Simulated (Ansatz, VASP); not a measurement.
# Cross-check of MoS2 between VASP and Ansatz, part 2 of 2

One calculation is typed for both programs; each brings its own data sets. How far apart do they land?  Valence electrons are named where the data sets of a main pair hold unlike numbers.

VASP 6.6.1 and Ansatz 0.2.0.

So far: The structure; Ansatz: band structure, LDA.

## (3) VASP: band structure, LDA

Level of this step: LDA, no spin polarisation; plane waves and PAW (S, Mo) (VASP).

The same cell, functional (in two slightly different forms), mesh and smearing now go to VASP, with its own data sets.

Lines of VASP's logs that name or quote its potential files are left out, and so is its time.

The input, INCAR:

```
SYSTEM = MoS2
PREC = Normal
ENCUT = 300
EDIFF = 1E-06
NELM = 120
ISMEAR = 0
SIGMA = 0.05
LREAL = .FALSE.
ALGO = Fast
GGA = CA
NBANDS = 49
LORBIT = 11
LWAVE = .FALSE.
LCHARG = .TRUE.
IDIPOL = 3
LDIPOL = .TRUE.
DIPOL = 0.5 0.5 0.5
LVHAR = .TRUE.
LVACPOTAV = .TRUE.
LELF = .TRUE.
NEDOS = 1500
```

The input, POSCAR:

```
MoS2
1.0
    3.1710000000      0.0000000000      0.0000000000
   -1.5855000000      2.7461665550      0.0000000000
    0.0000000000      0.0000000000     30.2874916668
S Mo
6 3
Direct
    0.6666666670      0.3333333330      0.7460116613
    0.3333333330      0.6666666670      0.6427384118
    0.0000000000      0.0000000000      0.5516961773
    0.6666666670      0.3333333330      0.4483038227
    0.3333333330      0.6666666670      0.3572615882
    0.0000000000      0.0000000000      0.2539883387
    0.0000000000      0.0000000000      0.6943933197
    0.3333333330      0.6666666670      0.5000000000
    0.6666666670      0.3333333330      0.3056066803
```

The input, KPOINTS:

```
Automatic mesh
0
Gamma
9 9 1
0 0 0
```

The input, KPOINTS_OPT:

```
Line mode
14
Line-mode
Reciprocal
  0.00000000   0.00000000   0.00000000 GAMMA
  0.50000000   0.00000000   0.00000000 M

  0.50000000   0.00000000   0.00000000 M
  0.33333333   0.33333333   0.00000000 K

  0.33333333   0.33333333   0.00000000 K
  0.00000000   0.00000000   0.00000000 GAMMA
```

PAW data sets: S and Mo (LDA family, release 64).

On the command line:

```bash
$ mpirun -np 4 vasp_std
```

Numbers of over 12 decimals in the logs are rounded to 6 here.

What it wrote:

```text
[banner, memory and clock lines left out]
running    4 mpi-ranks, on    1 nodes
 distrk:  each k-point on    4 cores,    1 groups
 distr:  one band on    1 cores,    4 groups

 POSCAR found type information on POSCAR S Mo
 POSCAR found :  2 types and       9 ions
 LDA part: xc-table for (Slater(with rela. corr.)+CA(PZ))
 , standard interpolation
|                                                                             |
|           W    W    AA    RRRRR   N    N  II  N    N   GGGG   !!!           |
|           W    W   A  A   R    R  NN   N  II  NN   N  G    G  !!!           |
|           W    W  A    A  R    R  N N  N  II  N N  N  G       !!!           |
|           W WW W  AAAAAA  RRRRR   N  N N  II  N  N N  G  GGG   !            |
|           WW  WW  A    A  R   R   N   NN  II  N   NN  G    G                |
|           W    W  A    A  R    R  N    N  II  N    N   GGGG   !!!           |
|                                                                             |
|     The number of bands has been changed from the values supplied in        |
|     The orbitals not found in the WAVECAR file will be initialized with     |
|     random numbers, which is usually adequate. For correlated               |
|     calculations, however, you should redo the groundstate calculation.     |
|     I found NBANDS = 49. Now, NBANDS = 52.                                  |
|                                                                             |

 POSCAR, INCAR and KPOINTS ok, starting setup
 FFT: planning ... GRIDC
 FFT: planning ... GRID_SOFT
 FFT: planning ... GRID
 WAVECAR not read
 entering main loop
       N       E                     dE             d eps       ncg     rms          rms(c)
DAV:   1     0.213209065341E+03    0.21321E+03   -0.16103E+04  1272   0.560E+02
DAV:   2    -0.537322899276E+02   -0.26694E+03   -0.25173E+03  1584   0.160E+02
DAV:   3    -0.749875700884E+02   -0.21255E+02   -0.20753E+02  1584   0.449E+01
DAV:   4    -0.755352951722E+02   -0.54773E+00   -0.54650E+00  1672   0.806E+00
DAV:   5    -0.755505320165E+02   -0.15237E-01   -0.15232E-01  1576   0.129E+00    0.448E+01
RMM:   6    -0.724041358831E+02    0.31464E+01   -0.11550E+01  1328   0.891E+00    0.170E+01
RMM:   7    -0.721885071379E+02    0.21563E+00   -0.43774E+00  1265   0.562E+00    0.143E+01
RMM:   8    -0.708534977453E+02    0.13350E+01   -0.20120E+00  1345   0.426E+00    0.221E+00
RMM:   9    -0.708712383409E+02   -0.17741E-01   -0.22800E-01  1526   0.163E+00    0.148E+00
RMM:  10    -0.707960767704E+02    0.75162E-01   -0.35080E-02  1462   0.650E-01    0.389E-01
RMM:  11    -0.707940884557E+02    0.19883E-02   -0.64373E-03  1588   0.283E-01    0.322E-01
RMM:  12    -0.707936788701E+02    0.40959E-03   -0.24575E-03  1614   0.148E-01    0.184E-01
RMM:  13    -0.707937710760E+02   -0.92206E-04   -0.69463E-04  1554   0.836E-02    0.588E-02
RMM:  14    -0.707938425396E+02   -0.71464E-04   -0.16208E-04  1584   0.446E-02    0.221E-02
[...]
RMM:  18    -0.707942446098E+02   -0.26389E-04   -0.37840E-06  1399   0.559E-03    0.537E-03
RMM:  19    -0.707942695200E+02   -0.24910E-04   -0.46301E-06  1387   0.433E-03    0.293E-03
RMM:  20    -0.707942877304E+02   -0.18210E-04   -0.12032E-06  1283   0.279E-03    0.206E-03
RMM:  21    -0.707942978050E+02   -0.10075E-04   -0.89939E-07  1221   0.223E-03    0.197E-03
RMM:  22    -0.707943077350E+02   -0.99300E-05   -0.20797E-07  1120   0.134E-03    0.662E-04
RMM:  23    -0.707943115452E+02   -0.38103E-05   -0.51258E-08   840   0.683E-04    0.637E-04
RMM:  24    -0.707943149238E+02   -0.33786E-05   -0.11540E-07  1077   0.929E-04    0.498E-04
RMM:  25    -0.707943151141E+02   -0.19031E-06   -0.58654E-09   650   0.454E-04
|                                                                             |
|           W    W    AA    RRRRR   N    N  II  N    N   GGGG   !!!           |
|           W    W   A  A   R    R  NN   N  II  NN   N  G    G  !!!           |
|           W    W  A    A  R    R  N N  N  II  N N  N  G       !!!           |
|           W WW W  AAAAAA  RRRRR   N  N N  II  N  N N  G  GGG   !            |
|           WW  WW  A    A  R   R   N   NN  II  N   NN  G    G                |
|           W    W  A    A  R    R  N    N  II  N    N   GGGG   !!!           |
|                                                                             |
|     Did not find any points to average over, which means that no vacuum     |
|     field-free region was found. Please increase the size of  your cell     |
|     in the dimension of the dipole correction to obtain accurate            |
|     workfunction values.                                                    |
|                                                                             |

   1 F= -.70794315E+02 E0= -.70791619E+02  d E =-.539233E-02
 Start KPOINTS_OPT (optional k-point list driver)
k-point batch [1-12\42]
       N       E                     dE             ncg
DAV:   1     0.803839129689E+03   -0.56924E+04     1248
DAV:   2    -0.245829234067E+04   -0.32621E+04     1588
DAV:   3    -0.271943064990E+04   -0.26114E+03     1520
DAV:   4    -0.272618055187E+04   -0.67499E+01     1616
DAV:   5    -0.272636930629E+04   -0.18875E+00     1508
DAV:   6    -0.272637742839E+04   -0.81221E-02     1704
DAV:   7    -0.272637769054E+04   -0.26215E-03     1508
DAV:   8    -0.272637770430E+04   -0.13755E-04     1464
DAV:   9    -0.272637770480E+04   -0.50339E-06     1028
[...]
k-point batch [37-42\42]
       N       E                     dE             ncg
DAV:   1     0.768012900340E+04   -0.44955E+03      632
DAV:   2     0.604268744162E+04   -0.16374E+04      776
DAV:   3     0.591428086244E+04   -0.12841E+03      744
DAV:   4     0.591082980328E+04   -0.34511E+01      840
DAV:   5     0.591070274540E+04   -0.12706E+00      784
DAV:   6     0.591069955511E+04   -0.31903E-02      864
DAV:   7     0.591069945695E+04   -0.98166E-04      784
DAV:   8     0.591069945272E+04   -0.42318E-05      744
DAV:   9     0.591069945256E+04   -0.15464E-06      504
```

From OUTCAR (step 3):

```text
ion  position               nearest neighbor table
   1  0.667  0.333  0.746-   7 2.41   7 2.41   7 2.41
   2  0.333  0.667  0.643-   7 2.41   7 2.41   7 2.41
   3  0.000  0.000  0.552-   8 2.41   8 2.41   8 2.41
   4  0.667  0.333  0.448-   8 2.41   8 2.41   8 2.41
   5  0.333  0.667  0.357-   9 2.41   9 2.41   9 2.41
   6  0.000  0.000  0.254-   9 2.41   9 2.41   9 2.41
   7  0.000  0.000  0.694-   1 2.41   1 2.41   1 2.41   2 2.41   2 2.41   2 2.41
   8  0.333  0.667  0.500-   4 2.41   3 2.41   4 2.41   3 2.41   3 2.41   4 2.41
   9  0.667  0.333  0.306-   6 2.41   6 2.41   6 2.41   5 2.41   5 2.41   5 2.41

  LATTYP: Found a hexagonal cell.
 ALAT       =     3.1710000000
 C/A-ratio  =     9.5514007149

 Subroutine GETGRP returns: Found 12 space group operations
 (whereof  6 operations were pure point group operations)

The static configuration has the point symmetry C_3v.
 The point group associated with its full space group is D_3d.

 Found     12 irreducible k-points:

   k-points           NKPTS =     12   k-points in BZ     NKDIM =     12   number of bands    NBANDS=     52

   dimension x,y,z NGX =    14 NGY =   14 NGZ =  128
   dimension x,y,z NGXF=    28 NGYF=   28 NGZF=  256

   ENCUT  =  300.0 eV  22.05 Ry    4.70 a.u.   4.48  4.48 42.77*2*pi/ulx,y,z

   NELECT =      54.0000    total number of electrons

 k-points in reciprocal lattice and weights: Automatic mesh
   0.00000000  0.00000000  0.00000000       0.012
   0.11111111  0.00000000  0.00000000       0.074
   0.22222222 -0.00000000  0.00000000       0.074
   0.33333333  0.00000000  0.00000000       0.074
   0.44444444 -0.00000000  0.00000000       0.074
   0.11111111  0.11111111  0.00000000       0.074
   0.22222222  0.11111111  0.00000000       0.148
   0.33333333  0.11111111  0.00000000       0.148
   0.44444444  0.11111111  0.00000000       0.074
   0.22222222  0.22222222  0.00000000       0.074
   0.33333333  0.22222222  0.00000000       0.148
   0.33333333  0.33333333  0.00000000       0.025

 dipolmoment           0.000000      0.000000     -0.000022 electrons x Angstroem

 average (electrostatic) potential at core
       1 -91.0271       2 -91.0807       3 -91.0759       4 -91.0759       5 -91.0805
       6 -91.0266       7 -42.9308       8 -42.9265       9 -42.9304

 E-fermi :   1.3874

 k-point     1 :       0.0000    0.0000    0.0000
  band No.  band energies     occupation
    ...
     27       1.2793      1.99778
     28       1.2793      1.99778
     29       1.3648      1.47834
     30       1.3648      1.47821
     31       1.4059      0.60092
     32       1.4304      0.22456
     33       1.4304      0.22447
     34       4.7019      0.00000
     35       4.7019      0.00000
     36       4.7952      0.00000
    ...

 k-point     2 :       0.1111    0.0000    0.0000
  band No.  band energies     occupation
    ...
     23      -0.0129      2.00000
     24       0.0233      2.00000
     25       0.3486      2.00000
     26       0.7520      2.00000
     27       0.8370      2.00000
     28       1.6100      0.00000
     29       1.7962      0.00000
     30       1.8194      0.00000
     31       1.8773      0.00000
     32       1.9463      0.00000
    ...

 k-point     3 :       0.2222   -0.0000    0.0000
  band No.  band energies     occupation
    ...
     23      -0.4038      2.00000
     24      -0.3754      2.00000
     25       0.0500      2.00000
     26       0.2135      2.00000
     27       0.3640      2.00000
     28       1.8408      0.00000
     29       2.1102      0.00000
     30       2.1893      0.00000
     31       2.2865      0.00000
     32       2.3783      0.00000
    ...

  Total       -4.7907037     -4.7907037     -0.8129464      0.0000000      0.0000000     -0.0000000
  in kB      -29.1020426    -29.1020426     -4.9383976      0.0000000      0.0000000     -0.0000000
  external PRESSURE =     -21.0474942 kB  Pullay stress =       0.0000000 kB

  energy-cutoff  :      300.00
  volume of cell :      263.75
      direct lattice vectors                 reciprocal lattice vectors
     3.171000000  0.000000000  0.000000000     0.315357931  0.182071987  0.000000000
    -1.585500000  2.746166555  0.000000000     0.000000000  0.364143973  0.000000000
     0.000000000  0.000000000 30.287491667     0.000000000  0.000000000  0.033016930

 POSITION                                       TOTAL-FORCE (eV/Angst)
 -----------------------------------------------------------------------------------
      1.58550      0.91539     22.59482        -0.000000     -0.000000     -0.014951
     -0.00000      1.83078     19.46693        -0.000000     -0.000000     -0.017065
      0.00000      0.00000     16.70949        -0.000000      0.000000      0.001000
      1.58550      0.91539     13.57800         0.000000     -0.000000     -0.001000
     -0.00000      1.83078     10.82056        -0.000000     -0.000000      0.017065
      0.00000      0.00000      7.69267         0.000000     -0.000000      0.014951
      0.00000      0.00000     21.03143         0.000000     -0.000000      0.010022
     -0.00000      1.83078     15.14375        -0.000000     -0.000000     -0.000000
      1.58550      0.91539      9.25606        -0.000000     -0.000000     -0.010022
 -----------------------------------------------------------------------------------
    total drift:                               -0.000002     -0.000000     -0.001376

  FREE ENERGIE OF THE ION-ELECTRON SYSTEM (eV)
  ---------------------------------------------------
  free  energy   TOTEN  =       -70.7943151141 eV

  energy  without entropy=      -70.7889227836  energy(sigma->0) =      -70.79161895

 vacuum level on the upper side and lower side of the slab         6.855         6.856

 total charge
# of ion       s       p       d       tot
------------------------------------------
    1        1.365   2.318   0.000   3.682
    2        1.367   2.309   0.000   3.677
    3        1.367   2.309   0.000   3.676
    4        1.367   2.309   0.000   3.676
    5        1.367   2.309   0.000   3.677
    6        1.365   2.318   0.000   3.682
    7        0.427   0.611   4.424   5.462
    8        0.425   0.608   4.425   5.458
    9        0.427   0.611   4.424   5.462
--------------------------------------------------
tot          9.477  15.703  13.273  38.453

[... 3 further parts left out ...]
```

This run has no spin polarisation, so a moment on Mo, if there is one, isn't seen. The data set Mo keeps the semicore shell frozen, which is cheaper and a little less accurate.

## (4) Comparison

Known differences besides the potentials themselves: the two LDA forms differ slightly; the data sets hold 78 valence electrons in Ansatz (on its default PAW (the set named soft_2) files) and 54 in VASP; the cutoff is 420 eV in Ansatz and 300 eV in VASP (PREC = Normal); VASP's log shows a relativistic correction to its local exchange, Ansatz's none. Total energies have different zeros and are not compared.

Compared:

```csv
quantity,Ansatz,VASP,difference
"work function, lower of the two faces (eV)",5.49,5.47,+0.02
"work function, higher of the two faces (eV)",5.49,5.47,+0.02
```

At this near-relaxed geometry the largest component of a force difference is 95 meV/Å. Levels from 3 eV below to 2 eV above the Fermi level differ by 21 meV r.m.s. and 57 meV at most; each VASP level is matched to the nearest of Ansatz, which flatters the figure a little. VASP's log warns that it found no field-free region in the vacuum, so its work functions are uncertain. With vacuum in the cell, a pressure given here is an average over mostly empty space and none of the material.

## (5) Further runs

Further runs change the set-up of one program: Ansatz's method, potentials or start, or VASP's data sets, cutoff or form of LDA. The table gives Ansatz less VASP for each quantity, since a change that brings one quantity closer may part another.

```csv
run,r.m.s. force difference (meV/Å),"work function, lower of the two faces (eV)","work function, higher of the two faces (eV)"
as above,44,0.020,0.019
cores kept as stored,36,0.016,0.015
Ansatz's larger PAW set (cutoff 640 eV),43,0.017,0.017
norm-conserving potentials (cutoff 1088 eV),40,0.014,0.014
```

## (6) Outcome

| Property | Result |
| --- | --- |
| r.m.s. force difference (band structure, LDA) | 44 meV/Å |

What this shows: The r.m.s. force difference is 44 meV/Å (band structure, LDA), beyond the 12 meV/Å picked in this series as the mark of a large difference. The data sets hold unlike numbers of valence electrons (78 in Ansatz and 54 in VASP), so part of the differences comes from the potentials. Band structure, LDA, norm-conserving potentials (cutoff 1088 eV): the difference in work function, lower of the two faces goes from 0.020 to 0.014 eV; the difference in work function, higher of the two faces goes from 0.019 to 0.014 eV. Such differences can come from data sets, numerical settings and the points named under the comparisons, not from the functional's error against experiment.

[Lines on the potential files, build, host, timing and source positions are cut from VASP's logs without a mark.]

[Logs are printed without paths, hosts, clocks, repeated set-up lines and the standing remarks that a program may print on its own settings, such as how far it seeks lower states.]

[Hosts, paths, dates, database ids (printed as entryN), source tags and the programs' standing remarks are cut or masked in the printed files.]
